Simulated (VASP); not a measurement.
# MgB (Pm-3m) in VASP: reference runs

How does MgB come out in PBE? The cell is run as given and disturbed.

Program: VASP 6.6.1. These are calculated values, not measurements. Logs are shortened: lines on timing, memory, paths and dates and some standing lists are left out, and cuts for length are marked.

## Step 1: Starting point

Symmetry: Pm-3m, No. 221, cubic system. The conventional cell has a = 2.895 Å, b = 2.895 Å, c = 2.895 Å, α = 90.00°, β = 90.00°, γ = 90.00°. Around Mg (site symmetry m-3m) lie 8 B at 2.51 Å. B (site symmetry m-3m) has 8 Mg at 2.51 Å as nearest neighbours.

The cell was built by a generator and needn't be a form met in nature.

## Step 2: Single point, PBE

INCAR reads:

```
  PREC = Accurate
  ENCUT = 520
  EDIFF = 1E-7
  ISMEAR = -1
  SIGMA = 0.05
  LREAL = F
  LASPH = T
  NELM = 80
  ALGO = Normal
  ISIF = 2
  LWAVE = F
  LCHARG = F
  GGA = PE
  NBANDS = 10
```

KPOINTS reads:

```
Automatic mesh
0
Gamma
  9 9 9
```

POSCAR reads:

```
MgB
1.0
    2.8951500000      0.0000000000      0.0000000000
    0.0000000000      2.8951500000      0.0000000000
    0.0000000000      0.0000000000      2.8951500000
Mg B
1 1
Direct
    0.0000000000      0.0000000000      0.0000000000
    0.5000000000      0.5000000000      0.5000000000
```

Potentials or basis: VASP PAW PBE potentials, release 64 (Mg, B).

Started as:

```console
> cat potpaw_PBE.64/Mg/POTCAR potpaw_PBE.64/B/POTCAR > POTCAR
> mpirun -np 1 vasp_std > vasp.out
```

OUTCAR:

```text
PREC = Accurate
   ENCUT = 520
   EDIFF = 1E-7
   ISMEAR = -1
   LREAL = F
   LASPH = T
   NELM = 80
   ISIF = 2
   GGA = PE

 ion  position               nearest neighbor table
   1  0.000  0.000  0.000-   2 2.51   2 2.51   2 2.51   2 2.51   2 2.51   2 2.51   2 2.51   2 2.51

   2  0.500  0.500  0.500-   1 2.51   1 2.51   1 2.51   1 2.51   1 2.51   1 2.51   1 2.51   1 2.51

  LATTYP: Found a simple cubic cell.
 ALAT       =     2.8951500000

  Lattice vectors:

 A1 = (   2.8951500000,   0.0000000000,   0.0000000000)
 A2 = (   0.0000000000,   2.8951500000,   0.0000000000)
 A3 = (   0.0000000000,   0.0000000000,   2.8951500000)

Analysis of symmetry for initial positions (statically):
=====================================================================
 Subroutine PRICEL returns:
 Original cell was already a primitive cell.

 Routine SETGRP: Setting up the symmetry group for a
 simple cubic supercell.

 Subroutine GETGRP returns: Found 48 space group operations
 (whereof 48 operations were pure point group operations)
 out of a pool of 48 trial point group operations.

The static configuration has the point symmetry O_h .

Analysis of symmetry for dynamics (positions and initial velocities):
=====================================================================
 Subroutine PRICEL returns:
 Original cell was already a primitive cell.

 Routine SETGRP: Setting up the symmetry group for a
 simple cubic supercell.

 Subroutine GETGRP returns: Found 48 space group operations
 (whereof 48 operations were pure point group operations)
 out of a pool of 48 trial point group operations.

The dynamic configuration has the point symmetry O_h .

 Subroutine INISYM returns: Found 48 space group operations
 (whereof 48 operations are pure point group operations),
 and found     1 'primitive' translations

----------------------------------------------------------------------------------------

                                     Primitive cell

  volume of cell :      24.2668

  direct lattice vectors                    reciprocal lattice vectors
     2.895150000  0.000000000  0.000000000     0.345405247  0.000000000  0.000000000
     0.000000000  2.895150000  0.000000000     0.000000000  0.345405247  0.000000000
     0.000000000  0.000000000  2.895150000     0.000000000  0.000000000  0.345405247

  length of vectors
     2.895150000  2.895150000  2.895150000     0.345405247  0.345405247  0.345405247

  position of ions in fractional coordinates (direct lattice)
     0.000000000  0.000000000  0.000000000
     0.500000000  0.500000000  0.500000000

  ion indices of the primitive-cell ions
   primitive index   ion index
                 1           1
                 2           2

----------------------------------------------------------------------------------------

 KPOINTS: Automatic mesh

Automatic generation of k-mesh.
 Grid dimensions read from file:
 generate k-points for:    9    9    9

 Generating k-lattice:

  Cartesian coordinates                     Fractional coordinates (reciprocal lattice)
     0.038378361  0.000000000  0.000000000     0.111111111  0.000000000  0.000000000
     0.000000000  0.038378361  0.000000000     0.000000000  0.111111111  0.000000000
     0.000000000  0.000000000  0.038378361     0.000000000  0.000000000  0.111111111

  Length of vectors
     0.038378361  0.038378361  0.038378361

  Shift w.r.t. Gamma in fractional coordinates (k-lattice)
     0.000000000  0.000000000  0.000000000

 Subroutine IBZKPT returns following result:
 ===========================================

 Found     35 irreducible k-points:

 Following reciprocal coordinates:
            Coordinates               Weight
  0.000000  0.000000  0.000000      1.000000
  0.111111  0.000000  0.000000      6.000000
  0.222222  0.000000  0.000000      6.000000
  0.333333  0.000000  0.000000      6.000000
  0.444444  0.000000  0.000000      6.000000
  0.111111  0.111111  0.000000     12.000000
[... 16 lines left out ...]
  0.333333  0.333333  0.111111     24.000000
  0.444444  0.333333  0.111111     48.000000
 [... further k-points ...]
   k-points           NKPTS =     35   k-points in BZ     NKDIM =     35   number of bands    NBANDS=     10
   number of dos      NEDOS =    301   number of ions     NIONS =      2
   total plane-waves  NPLWV =  13824
   dimension x,y,z NGX =    24 NGY =   24 NGZ =   24
   dimension x,y,z NGXF=    48 NGYF=   48 NGZF=   48
   ions per type =               1   1
   NGX,Y,Z   is equivalent  to a cutoff of  13.78, 13.78, 13.78 a.u.
   NGXF,Y,Z  is equivalent  to a cutoff of  27.56, 27.56, 27.56 a.u.
 SYSTEM =  unknown system
   PREC   = accura    normal or accurate (medium, high low for compatibility)
   ISTART =      0    job   : 0-new  1-cont  2-samecut
   ICHARG =      2    charge: 1-file 2-atom 10-const
   ISPIN  =      1    spin polarized calculation?
   LNONCOLLINEAR =      F non collinear calculations
   LSORBIT =      F    spin-orbit coupling
   LASPH  =      T    aspherical Exc in radial PAW
   ENCUT  =  520.0 eV  38.22 Ry    6.18 a.u.   5.38  5.38  5.38*2*pi/ulx,y,z
   NELM   =     80;   NELMIN=  2; NELMDL= -5     # of ELM steps
   EDIFF  = 0.1E-06   stopping-criterion for ELM
   LREAL  =      F    real-space projection
   EDIFFG = 0.1E-05   stopping-criterion for IOM
   NSW    =      0    number of steps for IOM
   IBRION =     -1    ionic relax: 0-MD 1-quasi-New 2-CG
   NFREE  =      0    steps in history (QN), initial steepest desc. (CG)
   ISIF   =      2    stress and relaxation
   ISYM   =      2    0-nonsym 1-usesym 2-fastsym
   POTIM  = 0.5000    time-step for ionic-motion
   TEBEG  =    0.0;   TEEND  =   0.0 temperature during run
   PSTRESS=    0.0 pullay stress
   NELECT =       5.0000    total number of electrons
   NUPDOWN=      -1.0000    fix difference up-down
   EMIN   =  10.00;   EMAX   =-10.00  energy-range for DOS
   EFERMI =   0.00;   METHOD = LEGACY
   ISMEAR =    -1;   SIGMA  =   0.05  broadening in eV -4-tet -1-fermi 0-gaus
   EFERMI_NEDOS =   21; number of points for ismear=-14 and -15
   IALGO  =     38    algorithm
   IMIX   =      4    mixing-type and parameters
     AMIX     =   0.40;   BMIX     =  1.00
     AMIX_MAG =   1.60;   BMIX_MAG =  1.00
  volume/ion in A,a.u.               =      12.13        81.88
  Fermi-wavevector in a.u.,A,eV,Ry     =   0.966927  1.827227 12.720742  0.934948
  Thomas-Fermi vector in A             =   2.096770
   LORBIT       =      0    0 simple, 1 ext, 2 COOP (PROOUT), +10 PAW based schemes
   GGA     = PE    functional components
   LHFCALC =     F    Hartree Fock is set to
   AEXX    =    0.0000 exact exchange contribution
   IVDW    =     0    specifies the selected vdW correction
   LEPSILON=     F    determine dielectric tensor
   LRPA    =     F    only Hartree local field effects (RPA)
 non-spin polarized calculation
  energy-cutoff  :      520.00
  volume of cell :       24.27
 maximum number of plane-waves:       667
 NGX is ok and might be reduce to    24
   NGX = 11   NGY = 11   NGZ = 11

 number of electron       5.0000000 magnetization

 Free energy of the ion-electron system (eV)
  ---------------------------------------------------
  ext. energy  EPLUGINS =         0.00000000
  ---------------------------------------------------
  free energy    TOTEN  =        -6.62293156 eV

  energy without entropy =       -6.61617765  energy(sigma->0) =       -6.61955460

 E-fermi :   4.7378     XC(G=0): -10.3589

 val. band max:        4.7313418961   @ k =   0.3333   0.3333   0.3333
 cond. band min:       4.8022856837   @ k =   0.3333   0.2222   0.1111
 fundamental gap:      0.0709437876
 Fermi energy:         4.7377862857

 k-point     1 :       0.0000    0.0000    0.0000
  band No.  band energies     occupation
      1      -6.1544      2.00000
      2       7.1147      0.00000
      3       7.1147      0.00000
      4       7.1147      0.00000
      5      11.6329      0.00000
      6      11.6329      0.00000
      7      13.5677      0.00000
      8      22.7876      0.00000
      9      22.7876      0.00000
     10      22.7876      0.00000

 k-point     2 :       0.1111    0.0000    0.0000
  band No.  band energies     occupation
      1      -5.9596      2.00000
      2       5.6857      0.00000
      3       7.2254      0.00000
      4       7.2254      0.00000
      5      11.8511      0.00000
      6      12.7271      0.00000
      7      14.1348      0.00000
      8      21.8415      0.00000
      9      21.8415      0.00000
     10      22.5199      0.00000

 k-point     3 :       0.2222    0.0000    0.0000
  band No.  band energies     occupation
      1      -5.3823      2.00000
      2       3.3109      2.00000
      3       7.5290      0.00000
      4       7.5290      0.00000
      5      12.5043      0.00000
      6      13.5900      0.00000
      7      15.9494      0.00000
      8      19.9613      0.00000
      9      19.9613      0.00000
     10      22.4434      0.00000

 k-point     4 :       0.3333    0.0000    0.0000
  band No.  band energies     occupation
      1      -4.4531      2.00000
      2       1.0508      2.00000
      3       7.9257      0.00000
      4       7.9257      0.00000
      5      13.5829      0.00000
      6      14.3054      0.00000
      7      16.7669      0.00000
      8      18.2732      0.00000
      9      18.2732      0.00000
     10      19.6629      0.00000
[... 222 lines left out ...]
 k-point    22 :       0.4444    0.2222    0.1111
  band No.  band energies     occupation
      1      -2.4630      2.00000
      2       0.1470      2.00000
      3       5.3783      0.00001
      4       7.7882      0.00000
      5      10.7750      0.00000
      6      13.9904      0.00000
      7      16.1627      0.00000
      8      19.5175      0.00000
      9      20.4329      0.00000
     10      21.4296      0.00000

 k-point    23 :       0.3333    0.3333    0.1111
  band No.  band energies     occupation
      1      -2.6571      2.00000
      2       2.3165      2.00000
      3       2.9913      2.00000
      4       7.8788      0.00000
      5       9.8757      0.00000
      6      14.9065      0.00000
      7      15.6500      0.00000
      8      19.0809      0.00000
      9      21.2123      0.00000
     10      21.4038      0.00000

 k-point    24 :       0.4444    0.3333    0.1111
  band No.  band energies     occupation
      1      -1.6207      2.00000
      2       0.9311      2.00000
      3       3.3775      2.00000
      4       8.3063      0.00000
      5       8.4729      0.00000
      6      14.5828      0.00000
      7      15.7250      0.00000
      8      19.6215      0.00000
      9      20.8243      0.00000
     10      21.7688      0.00000

 [... further k-points ...]

------------------------ aborting loop because EDIFF is reached ----------------------------------------

  FORCE on cell =-STRESS in cart. coord.  units (eV):
  Direction    XX          YY          ZZ          XY          YZ          ZX
  --------------------------------------------------------------------------------------
  -------------------------------------------------------------------------------------
  Total       -0.0112813     -0.0112813     -0.0112813     -0.0000000     -0.0000000      0.0000000
  in kB       -0.7448276     -0.7448276     -0.7448276     -0.0000000     -0.0000000      0.0000000
  external PRESSURE =      -0.7448276 kB  Pullay stress =       0.0000000 kB

 VOLUME and BASIS-vectors are now :
 -----------------------------------------------------------------------------
  energy-cutoff  :      520.00
  volume of cell :       24.27
      direct lattice vectors                 reciprocal lattice vectors
     2.895150000  0.000000000  0.000000000     0.345405247  0.000000000  0.000000000
     0.000000000  2.895150000  0.000000000     0.000000000  0.345405247  0.000000000
     0.000000000  0.000000000  2.895150000     0.000000000  0.000000000  0.345405247

 POSITION                                       TOTAL-FORCE (eV/Angst)
 -----------------------------------------------------------------------------------
      0.00000      0.00000      0.00000         0.000000      0.000000      0.000000
      1.44758      1.44758      1.44758         0.000000      0.000000      0.000000
 -----------------------------------------------------------------------------------
    total drift:                                0.000000     -0.000000     -0.000000

  FREE ENERGIE OF THE ION-ELECTRON SYSTEM (eV)
  ---------------------------------------------------
  free  energy   TOTEN  =        -6.6229315613 eV

  energy  without entropy=       -6.6161776465  energy(sigma->0) =       -6.61955460
```

Run time: 6.7 s. Hardware: 1 thread of Intel Xeon Platinum 8559C (Emerald Rapids), shared host; peak memory 0.14 GiB.

Results:

- Free energy: -6.6229 eV
- Pressure: -0.1 GPa
- Band gap on the k mesh: none (metal or under the smearing width)

Levels at points of the mesh, in eV from the Fermi level:
```tsv
k point	band 1	band 2	band 3	band 4	band 5
(0.00, 0.00, 0.00)	-10.89	2.38	2.38	2.38	6.90
```

## Step 3: Single point, PBE (atoms moved at random, drawn with an rms of 0.05 Å)

INCAR reads:

```
PREC     = Accurate       # precision mode
ENCUT    = 520            # plane-wave cutoff, eV
EDIFF    = 1E-7           # SCF threshold, eV
ISMEAR   = -1             # smearing method
SIGMA    = 0.05           # smearing width, eV
LREAL    = False          # projectors in reciprocal space
LASPH    = True           # aspherical terms in the spheres
NELM     = 100            # most SCF steps
ALGO     = Normal         # electronic algorithm
ISIF     = 2              # what is computed and relaxed
LWAVE    = False          # write WAVECAR
LCHARG   = False          # write CHGCAR
GGA      = PE             # functional
NBANDS   = 10             # bands
```

KPOINTS reads:

```
regular mesh
0
Gamma
  9 9 9
```

POSCAR reads:

```
MgB
1.0
    2.8951500000      0.0000000000      0.0000000000
    0.0000000000      2.8951500000      0.0000000000
    0.0000000000      0.0000000000      2.8951500000
Mg B
1 1
Direct
   -0.0052070000      0.0042900000     -0.0039160000
    0.5067340000      0.4856170000      0.5027170000
```

Potentials or basis: VASP PAW PBE potentials, release 64 (Mg, B).

Started as:

```console
> cat potpaw_PBE.64/Mg/POTCAR potpaw_PBE.64/B/POTCAR > POTCAR
> mpirun -np 1 vasp_std > vasp.out
```

It took 23 s on 1 thread of Intel Xeon Platinum 8559C (Emerald Rapids), shared host; peak memory 0.21 GiB.

The run converged. Its results:

- Free energy: -6.6136 eV
- Pressure: 0.1 GPa
- Largest force: 0.279 eV/Å
- Band gap on the k mesh: none (metal or under the smearing width)

Forces in eV/Å, atoms in the order of the input:
```
Mg   0.144 -0.224  0.080
B   -0.144  0.224 -0.080
```

Stress tensor (GPa, compression positive):
```
 0.12 -0.19  0.07
-0.19  0.04 -0.11
 0.07 -0.11  0.17
```

Levels at points of the mesh, in eV from the Fermi level:
```csv
k point,band 1,band 2,band 3,band 4,band 5,band 6
"(0.00, 0.00, 0.00)",-10.89,2.37,2.37,2.38,6.90,6.91
```
